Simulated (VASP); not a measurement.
# PbS (Fm-3m) in VASP: further runs

The runs below take PbS through relaxation of cell and atoms, with r2SCAN, r2SCAN+rVV10.

All numbers are computed with VASP 6.6.1; they aren't measurements. Logs are shortened: lines on timing, memory, paths and dates and some standing lists are left out, and cuts for length are marked.

### 1 Starting point

It takes space group Fm-3m (No. 225, cubic). Conventional cell: a = 5.976 Å, b = 5.976 Å, c = 5.976 Å, α = 90.00°, β = 90.00°, γ = 90.00°. Around Pb (site symmetry m-3m) lie 6 S at 2.99 Å. S (site symmetry m-3m) has 6 Pb at 2.99 Å as nearest neighbours.

The cell is a database's computed one.

### 2 Relaxation of cell and atoms, r2SCAN

Input file INCAR:

```
SYSTEM = PbS
PREC     = Accurate       ! precision mode
ENCUT    = 600            ! plane-wave cutoff, eV
EDIFF    = 1E-7           ! SCF threshold, eV
ISMEAR   = 0              ! smearing method
SIGMA    = 0.02           ! smearing width, eV
LREAL    = .FALSE.        ! projectors in reciprocal space
LASPH    = .TRUE.         ! aspherical terms in the spheres
NELM     = 100            ! most SCF steps
ALGO     = Normal         ! electronic algorithm
ISIF     = 3              ! what is computed and relaxed
LWAVE    = .FALSE.        ! write WAVECAR
LCHARG   = .FALSE.        ! write CHGCAR
METAGGA  = R2SCAN         ! meta-GGA
LMIXTAU  = .TRUE.       
IBRION   = 2              ! ionic algorithm
NSW      = 90             ! ionic steps
EDIFFG   = -0.005         ! ionic threshold
```

Input file KPOINTS:

```
regular mesh
0
G
  10 10 10
  0 0 0
```

Input file POSCAR:

```
PbS
1.0
    0.0000000000      2.9880867000      2.9880867000
    2.9880867000      0.0000000000      2.9880867000
    2.9880867000      2.9880867000      0.0000000000
Pb S
1 1
Direct
    0.5000000000      0.5000000000      0.5000000000
    0.0000000000      0.0000000000      0.0000000000
```

Potentials or basis: VASP PAW PBE potentials, release 64 (Pb_d, S).

Command:

```console
cat potpaw_PBE.64/Pb_d/POTCAR potpaw_PBE.64/S/POTCAR > POTCAR
mpirun -np 1 vasp_std > vasp.out
```

OUTCAR:

```text
SYSTEM = PbS
   PREC = Accurate
   ENCUT = 600
   EDIFF = 1E-7
   ISMEAR = 0
   LREAL = .FALSE.
   LASPH = .TRUE.
   NELM = 100
   ISIF = 3
   METAGGA = R2SCAN
   IBRION = 2
   NSW = 90
   EDIFFG = -0.005

 ion  position               nearest neighbor table
   1  0.500  0.500  0.500-   2 2.99   2 2.99   2 2.99   2 2.99   2 2.99   2 2.99
   2  0.000  0.000  0.000-   1 2.99   1 2.99   1 2.99   1 2.99   1 2.99   1 2.99

  LATTYP: Found a face centered cubic cell.
 ALAT       =     5.9761734000

  Lattice vectors:

 A1 = (   0.0000000000,   2.9880867000,   2.9880867000)
 A2 = (   2.9880867000,   0.0000000000,   2.9880867000)
 A3 = (   2.9880867000,   2.9880867000,   0.0000000000)

Analysis of symmetry for initial positions (statically):
=====================================================================
 Subroutine PRICEL returns:
 Original cell was already a primitive cell.

 Routine SETGRP: Setting up the symmetry group for a
 face centered cubic supercell.

 Subroutine GETGRP returns: Found 48 space group operations
 (whereof 48 operations were pure point group operations)
 out of a pool of 48 trial point group operations.

The static configuration has the point symmetry O_h .

Analysis of symmetry for dynamics (positions and initial velocities):
=====================================================================
 Subroutine PRICEL returns:
 Original cell was already a primitive cell.

 Routine SETGRP: Setting up the symmetry group for a
 face centered cubic supercell.

 Subroutine GETGRP returns: Found 48 space group operations
 (whereof 48 operations were pure point group operations)
 out of a pool of 48 trial point group operations.

The dynamic configuration has the point symmetry O_h .

 Subroutine INISYM returns: Found 48 space group operations
 (whereof 48 operations are pure point group operations),
 and found     1 'primitive' translations

----------------------------------------------------------------------------------------

                                     Primitive cell

  volume of cell :      53.3592

  direct lattice vectors                    reciprocal lattice vectors
     0.000000000  2.988086700  2.988086700    -0.167331155  0.167331155  0.167331155
     2.988086700  0.000000000  2.988086700     0.167331155 -0.167331155  0.167331155
     2.988086700  2.988086700  0.000000000     0.167331155  0.167331155 -0.167331155

  length of vectors
     4.225792737  4.225792737  4.225792737     0.289826063  0.289826063  0.289826063

  position of ions in fractional coordinates (direct lattice)
     0.500000000  0.500000000  0.500000000
     0.000000000  0.000000000  0.000000000

  ion indices of the primitive-cell ions
   primitive index   ion index
                 1           1
                 2           2

----------------------------------------------------------------------------------------

 KPOINTS: regular mesh

Automatic generation of k-mesh.
 Grid dimensions read from file:
 generate k-points for:   10   10   10

 Generating k-lattice:

  Cartesian coordinates                     Fractional coordinates (reciprocal lattice)
    -0.016733116  0.016733116  0.016733116     0.100000000  0.000000000  0.000000000
     0.016733116 -0.016733116  0.016733116     0.000000000  0.100000000  0.000000000
     0.016733116  0.016733116 -0.016733116     0.000000000  0.000000000  0.100000000

  Length of vectors
     0.028982606  0.028982606  0.028982606

  Shift w.r.t. Gamma in fractional coordinates (k-lattice)
     0.000000000  0.000000000  0.000000000

 Subroutine IBZKPT returns following result:
 ===========================================

 Found     47 irreducible k-points:

 Following reciprocal coordinates:
            Coordinates               Weight
  0.000000  0.000000  0.000000      1.000000
  0.100000  0.000000  0.000000      8.000000
  0.200000  0.000000  0.000000      8.000000
  0.300000  0.000000  0.000000      8.000000
  0.400000  0.000000  0.000000      8.000000
  0.500000  0.000000  0.000000      4.000000
[... 16 lines left out ...]
  0.300000  0.300000  0.000000      6.000000
  0.400000  0.300000  0.000000     24.000000
 [... further k-points ...]
   k-points           NKPTS =     47   k-points in BZ     NKDIM =     47   number of bands    NBANDS=     14
   number of dos      NEDOS =    301   number of ions     NIONS =      2
   total plane-waves  NPLWV =  46656
   dimension x,y,z NGX =    36 NGY =   36 NGZ =   36
   dimension x,y,z NGXF=    72 NGYF=   72 NGZF=   72
   ions per type =               1   1
   NGX,Y,Z   is equivalent  to a cutoff of  14.16, 14.16, 14.16 a.u.
   NGXF,Y,Z  is equivalent  to a cutoff of  28.33, 28.33, 28.33 a.u.
 SYSTEM =  PbS
   PREC   = accura    normal or accurate (medium, high low for compatibility)
   ISTART =      0    job   : 0-new  1-cont  2-samecut
   ICHARG =      2    charge: 1-file 2-atom 10-const
   ISPIN  =      1    spin polarized calculation?
   LNONCOLLINEAR =      F non collinear calculations
   LSORBIT =      F    spin-orbit coupling
   LASPH  =      T    aspherical Exc in radial PAW
   ENCUT  =  600.0 eV  44.10 Ry    6.64 a.u.   8.44  8.44  8.44*2*pi/ulx,y,z
   NELM   =    100;   NELMIN=  2; NELMDL= -5     # of ELM steps
   EDIFF  = 0.1E-06   stopping-criterion for ELM
   LREAL  =      F    real-space projection
   EDIFFG = -.5E-02   stopping-criterion for IOM
   NSW    =     90    number of steps for IOM
   IBRION =      2    ionic relax: 0-MD 1-quasi-New 2-CG
   NFREE  =      1    steps in history (QN), initial steepest desc. (CG)
   ISIF   =      3    stress and relaxation
   ISYM   =      2    0-nonsym 1-usesym 2-fastsym
   POTIM  = 0.5000    time-step for ionic-motion
   TEBEG  =    0.0;   TEEND  =   0.0 temperature during run
   PSTRESS=    0.0 pullay stress
   NELECT =      20.0000    total number of electrons
   NUPDOWN=      -1.0000    fix difference up-down
   EMIN   =  10.00;   EMAX   =-10.00  energy-range for DOS
   EFERMI =   0.00;   METHOD = LEGACY
   ISMEAR =     0;   SIGMA  =   0.02  broadening in eV -4-tet -1-fermi 0-gaus
   EFERMI_NEDOS =   21; number of points for ismear=-14 and -15
   IALGO  =     38    algorithm
   IMIX   =      4    mixing-type and parameters
     AMIX     =   0.40;   BMIX     =  1.00
     AMIX_MAG =   1.60;   BMIX_MAG =  1.00
  volume/ion in A,a.u.               =      26.68       180.04
  Fermi-wavevector in a.u.,A,eV,Ry     =   1.180361  2.230559 18.956356  1.393253
  Thomas-Fermi vector in A             =   2.316655
   LORBIT       =      0    0 simple, 1 ext, 2 COOP (PROOUT), +10 PAW based schemes
   METAGGA = R2SCAN    functional components
   LHFCALC =     F    Hartree Fock is set to
   AEXX    =    0.0000 exact exchange contribution
   IVDW    =     0    specifies the selected vdW correction
   LEPSILON=     F    determine dielectric tensor
   LRPA    =     F    only Hartree local field effects (RPA)
 conjugate gradient relaxation of ions
 non-spin polarized calculation
 Gauss-broadening in eV      SIGMA  =   0.02
  energy-cutoff  :      600.00
  volume of cell :       53.36
 maximum number of plane-waves:      1807
 NGX is ok and might be reduce to    36
   NGX = 17   NGY = 17   NGZ = 17

 number of electron      20.0000000 magnetization

 Free energy of the ion-electron system (eV)
  ---------------------------------------------------
  ext. energy  EPLUGINS =         0.00000000
  ---------------------------------------------------
  free energy    TOTEN  =       -65.61236207 eV

  energy without entropy =      -65.61236207  energy(sigma->0) =      -65.61236207

 E-fermi :   5.5022     XC(G=0): -10.1414

 val. band max:        5.3838772121   @ k =   0.5000   0.0000   0.0000
 cond. band min:       6.0892833009   @ k =   0.5000   0.0000   0.0000
 fundamental gap:      0.7054060888
 Fermi energy:         5.5022004162

 k-point     1 :       0.0000    0.0000    0.0000
  band No.  band energies     occupation
      1     -12.0117      2.00000
      2     -12.0117      2.00000
      3     -12.0117      2.00000
      4     -11.9951      2.00000
      5     -11.9951      2.00000
      6      -8.6014      2.00000
      7      -0.7433      2.00000
      8       3.1903      2.00000
      9       3.1903      2.00000
     10       3.1903      2.00000
     11      10.8939      0.00000
     12      10.8939      0.00000
     13      10.8939      0.00000
     14      12.5990      0.00000

 k-point     2 :       0.1000    0.0000    0.0000
  band No.  band energies     occupation
      1     -12.0112      2.00000
      2     -12.0095      2.00000
      3     -12.0095      2.00000
      4     -11.9962      2.00000
      5     -11.9962      2.00000
      6      -8.5170      2.00000
      7      -1.0531      2.00000
      8       3.2174      2.00000
      9       3.2174      2.00000
     10       3.4305      2.00000
     11      10.0253      0.00000
     12      10.3533      0.00000
     13      10.3533      0.00000
     14      12.5406      0.00000

 k-point     3 :       0.2000    0.0000    0.0000
  band No.  band energies     occupation
      1     -12.0108      2.00000
      2     -12.0108      2.00000
      3     -12.0102      2.00000
      4     -11.9919      2.00000
      5     -11.9919      2.00000
      6      -8.2760      2.00000
      7      -1.7782      2.00000
      8       3.2958      2.00000
      9       3.2958      2.00000
     10       3.9583      2.00000
     11       8.6616      0.00000
     12       9.3738      0.00000
     13       9.3738      0.00000
     14      12.5402      0.00000

 k-point     4 :       0.3000    0.0000    0.0000
  band No.  band energies     occupation
      1     -12.0185      2.00000
      2     -12.0185      2.00000
      3     -12.0092      2.00000
      4     -11.9805      2.00000
      5     -11.9805      2.00000
      6      -7.9236      2.00000
      7      -2.6082      2.00000
      8       3.4114      2.00000
      9       3.4114      2.00000
     10       4.5254      2.00000
     11       7.4729      0.00000
     12       8.4791      0.00000
     13       8.4791      0.00000
     14      12.9622      0.00000

 k-point     5 :       0.4000    0.0000    0.0000
  band No.  band energies     occupation
      1     -12.0255      2.00000
      2     -12.0255      2.00000
      3     -12.0085      2.00000
      4     -11.9705      2.00000
      5     -11.9705      2.00000
      6      -7.5678      2.00000
      7      -3.2929      2.00000
      8       3.5253      2.00000
      9       3.5253      2.00000
     10       5.0460      2.00000
     11       6.5623      0.00000
[... 276 lines left out ...]
 k-point    22 :      -0.2000    0.2000    0.0000
  band No.  band energies     occupation
      1     -12.0253      2.00000
      2     -12.0129      2.00000
      3     -12.0056      2.00000
      4     -11.9912      2.00000
      5     -11.9799      2.00000
      6      -7.7947      2.00000
      7      -2.5674      2.00000
      8       2.1662      2.00000
      9       3.6432      2.00000
     10       4.8446      2.00000
     11       7.0547      0.00000
     12       8.0973      0.00000
     13       9.8709      0.00000
     14      13.6284      0.00000

 k-point    23 :       0.3000    0.3000    0.0000
  band No.  band energies     occupation
      1     -12.0791      2.00000
      2     -12.0266      2.00000
      3     -11.9796      2.00000
      4     -11.9759      2.00000
      5     -11.9759      2.00000
      6      -7.6642      2.00000
      7      -2.1095      2.00000
      8       2.3512      2.00000
      9       2.3512      2.00000
     10       2.7906      2.00000
     11       8.8554      0.00000
     12      10.2289      0.00000
     13      10.7971      0.00000
     14      10.7971      0.00000

 k-point    24 :       0.4000    0.3000    0.0000
  band No.  band energies     occupation
      1     -12.0996      2.00000
      2     -12.0266      2.00000
      3     -11.9828      2.00000
      4     -11.9700      2.00000
      5     -11.9653      2.00000
      6      -7.3834      2.00000
      7      -2.3205      2.00000
      8       1.8154      2.00000
      9       2.2648      2.00000
     10       2.4675      2.00000
     11       9.4689      0.00000
     12       9.9568      0.00000
     13      10.6488      0.00000
     14      11.1489      0.00000

 [... further k-points ...]
[... 5 lines left out ...]
  --------------------------------------------------------------------------------------
  -------------------------------------------------------------------------------------
  Total       -0.0068716     -0.0068716     -0.0068716     -0.0000000     -0.0000000      0.0000000
  in kB       -0.2063286     -0.2063286     -0.2063286     -0.0000000     -0.0000000      0.0000000
  external PRESSURE =      -0.2063286 kB  Pullay stress =       0.0000000 kB

 VOLUME and BASIS-vectors are now :
 -----------------------------------------------------------------------------
  energy-cutoff  :      600.00
  volume of cell :       53.36
      direct lattice vectors                 reciprocal lattice vectors
     0.000000000  2.988086700  2.988086700    -0.167331155  0.167331155  0.167331155
     2.988086700  0.000000000  2.988086700     0.167331155 -0.167331155  0.167331155
     2.988086700  2.988086700  0.000000000     0.167331155  0.167331155 -0.167331155

 POSITION                                       TOTAL-FORCE (eV/Angst)
 -----------------------------------------------------------------------------------
      2.98809      2.98809      2.98809        -0.000000     -0.000000     -0.000000
      0.00000      0.00000      0.00000         0.000000      0.000000      0.000000
 -----------------------------------------------------------------------------------
    total drift:                                0.000000      0.000000      0.000000

  FREE ENERGIE OF THE ION-ELECTRON SYSTEM (eV)
  ---------------------------------------------------
  free  energy   TOTEN  =       -65.6123620730 eV

  energy  without entropy=      -65.6123620730  energy(sigma->0) =      -65.61236207

 reached required accuracy - stopping structural energy minimisation
```

Wall time 2.9 min (1 thread of AMD EPYC 9R45 (Zen 5), shared host); peak memory 0.2 GiB.

What came out:

| Quantity | Value |
| --- | --- |
| Free energy | -65.6124 eV |
| Pressure after relaxing | 0.0 GPa |
| Band gap on the k mesh | 0.71 eV, direct |

Final structure:
```yaml
crystal:
  lattice:
    - [0.00000, 2.98809, 2.98809]
    - [2.98809, 0.00000, 2.98809]
    - [2.98809, 2.98809, 0.00000]
  atoms:
    - { symbol: Pb, position: [0.50000, 0.50000, 0.50000] }
    - { symbol: S, position: [0.00000, 0.00000, 0.00000] }
```

Caveat: the relaxation stopped at its first step, so nothing moved; the PAW data sets were made with another functional, which shifts forces and pressure a little; spin-orbit coupling is left out, which as a rule narrows the gap of such compounds by several tenths of an eV.

### 3 Relaxation of cell and atoms, r2SCAN+rVV10

INCAR: that of step 2 with these lines changed.

```diff
@@ -15,2 +15,6 @@
 LMIXTAU  = .TRUE.       
+LUSE_VDW = .TRUE.       
+IVDW_NL  = 2            
+BPARAM   = 11.95        
+CPARAM   = 0.0093       
 IBRION   = 2              ! ionic algorithm
```

KPOINTS is that of step 2.

POSCAR is that of step 2.

Potentials or basis: VASP PAW PBE potentials, release 64 (Pb_d, S).

Command:

```console
cat potpaw_PBE.64/Pb_d/POTCAR potpaw_PBE.64/S/POTCAR > POTCAR
mpirun -np 1 vasp_std > vasp.out
```

Wall time 8.4 min (1 thread of AMD EPYC 9R45 (Zen 5), shared host); peak memory 0.39 GiB.

It converged, with:

| Property | Result |
| --- | --- |
| Free energy | -65.1069 eV |
| Relaxed volume | 26.29 Å³/atom |
| Relaxed cell | a = 4.205 Å, b = 4.205 Å, c = 4.205 Å, α = 60.00°, β = 60.00°, γ = 60.00° |
| Space group after relaxing (to 0.05 Å) | Fm-3m (No. 225) |
| Energy gained by relaxing | 1.1 meV/atom |
| Ionic steps | 3 |
| Pressure after relaxing | 0.0 GPa |
| Band gap on the k mesh | 0.61 eV, direct |

The path:
```tsv
step	energy change (eV)	largest force (eV/Å)	pressure (GPa)	volume (Å³)
1	0.0000	0.0000	-0.86	53.36
2	-0.0017	0.0000	0.38	52.26
3	-0.0021	0.0000	0.00	52.58
```

Final structure:
```cif
data_structure
_symmetry_space_group_name_H-M 'P 1'
_symmetry_Int_Tables_number 1
_cell_length_a 4.2052
_cell_length_b 4.2052
_cell_length_c 4.2052
_cell_angle_alpha 60.000
_cell_angle_beta 60.000
_cell_angle_gamma 60.000
_cell_volume 52.58
loop_
_atom_site_label
_atom_site_type_symbol
_atom_site_fract_x
_atom_site_fract_y
_atom_site_fract_z
_atom_site_occupancy
Pb1 Pb 0.50000 0.50000 0.50000 1
S1 S 0.00000 0.00000 0.00000 1
```

Levels at points of the mesh, in eV from the valence-band top:
| k point | band 8 | band 9 | band 10 | band 11 | band 12 | band 13 |
| --- | --- | --- | --- | --- | --- | --- |
| (0.00, 0.00, 0.00) | -2.29 | -2.29 | -2.29 | 5.53 | 5.53 | 5.53 |
| (0.50, 0.00, 0.00) | -1.90 | -1.90 | 0.00 | 0.61 | 2.19 | 2.19 |
| (0.50, 0.50, 0.00) | -5.34 | -3.57 | -3.57 | 4.11 | 5.96 | 6.05 |

Caveat: the PAW data sets were made with another functional, which shifts forces and pressure a little; spin-orbit coupling is left out, which as a rule narrows the gap of such compounds by several tenths of an eV.
